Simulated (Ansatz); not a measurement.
Crystal: PbO2.

```xyz
3
Lattice="0.0000 2.7020 2.7020 2.7020 0.0000 2.7020 2.7020 2.7020 0.0000" Properties=species:S:1:pos:R:3 pbc="T T T"
Pb    0.0000    0.0000    0.0000
O     4.0530    4.0530    4.0530
O     1.3510    1.3510    1.3510
```

The cell comes from a database or a generator and needn't be the stable form of this composition.

Base run:

- Program: Ansatz 0.2.0
- Functional: PBEsol
- Potentials or basis: all-electron LAPW, scalar-relativistic
- Cutoff: 291 eV
- Density cutoff: 1163 eV
- Basis error allowed: 0.002 eV/atom
- k mesh: 9 × 9 × 9
- Occupations: fermi-dirac, width 0.05 eV
- Spin: no spin polarisation

Its results: pressure -5.7 GPa.

Task: The run is repeated on the same cell with these changes: functional from PBEsol to LDA. What comes out?

Result: Pressure -10.0 GPa.

LDA binds more tightly than PBEsol, so the same cell stands under less pressure.

Not every run made on this cell is shown here.
